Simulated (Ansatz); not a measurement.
# KTaO3: band gap under strain

How does strain move the band edges of KTaO3, cubic perovskite, and do the functionals agree on it? States: no strain; -4.0 % strain along z alone; -3.0 % strain along z alone.

Code: Ansatz 0.2.0. PAW datasets, plane waves. (Simulation; spin polarisation is off.)

## (1) Starting point

The unstrained cell was relaxed with r2SCAN; in each strained cell the atoms were relaxed again with r2SCAN. Names of k-points are those of the unstrained zone, where strain can split equivalent points. First state: no strain.

Space group Pm-3m (No. 221), cubic; conventional cell a = 3.990 Å, 12.71 Å³ an atom. K has 12 O at 2.82 Å; Ta has 6 O at 2.00 Å; O has 2 Ta at 2.00 Å and 4 K at 2.82 Å.

The structure in full:

```
K Ta O
1.0
     3.99013    0.00000    0.00000
     0.00000    3.99013    0.00000
     0.00000    0.00000    3.99013
K Ta O
1 1 3
Cartesian
  0.0000 0.0000 0.0000
  1.9951 1.9951 1.9951
  1.9951 1.9951 0.0000
  1.9951 0.0000 1.9951
  0.0000 1.9951 1.9951
```

## (2) No strain: PBE

File input.yaml:

```yaml
crystal:
  lattice:
    - [3.990131103, 0.0, 0.0]
    - [0.0, 3.990131103, 0.0]
    - [0.0, 0.0, 3.990131103]
  atoms:
    - { symbol: K, position: [0.0, 0.0, 0.0] }
    - { symbol: Ta, position: [0.5, 0.5, 0.5] }
    - { symbol: O, position: [0.5, 0.5, 0.0] }
    - { symbol: O, position: [0.5, 0.0, 0.5] }
    - { symbol: O, position: [0.0, 0.5, 0.5] }
kpoints:
  mp_grid: { grid: [6, 6, 6] }
  band_path:
    path: [[0.0, 0.0, 0.0], [0.0, 0.5, 0.0], [0.5, 0.5, 0.0], [0.5, 0.5, 0.5]]
    npoints: 1
hamiltonian:
  xc: pbe
scf:
  occupations: { method: fermi_dirac, width: 0.02 }
  n_extra_bands: 5
output:
  forces: true
  stress: true
  eigenvalues: true
```

Started as:

```
ansatz run input.yaml --threads 2 --pin off --max-ram 28569MiB --backend cpu --events-out ev --progress --plain --runs-dir out
```

Further steps of the session: No strain: r2SCAN; No strain: HSE06; No strain: r2SCAN+SOC; No strain: r2SCAN; -4.0 % strain along z alone: PBE; -4.0 % strain along z alone: r2SCAN; -4.0 % strain along z alone: HSE06; -4.0 % strain along z alone: r2SCAN+SOC; -4.0 % strain along z alone: r2SCAN; -3.0 % strain along z alone: PBE; -3.0 % strain along z alone: r2SCAN; -3.0 % strain along z alone: HSE06; -3.0 % strain along z alone: r2SCAN+SOC; -3.0 % strain along z alone: r2SCAN.

Before running it: what results should come out?

As calculated:

Least gap in eV (negative: overlap), with the change from the unstrained cell in brackets:

| state | volume change (%) | PBE | r2SCAN | HSE06 |
| --- | --- | --- | --- | --- |
| no strain | +0.0 | 2.22 | 2.63 | 3.57 |
| -4.0 % strain along z alone | -4.0 | 2.23 (+0.01) | 2.64 (+0.01) | 3.59 (+0.02) |
| -3.0 % strain along z alone | -3.0 | 2.23 (+0.01) | 2.64 (+0.01) | 3.58 (+0.01) |

In words: The HSE06 gap hardly moves: by 0.023 eV at most. PBE and HSE06 differ by 1.35 eV on the unstrained gap, and by at most 0.01 eV on its change. Spin-orbit coupling is left out of the table, though the cell holds Ta (Z = 73); in an element this heavy it can shift bands and gaps by tenths of an eV.
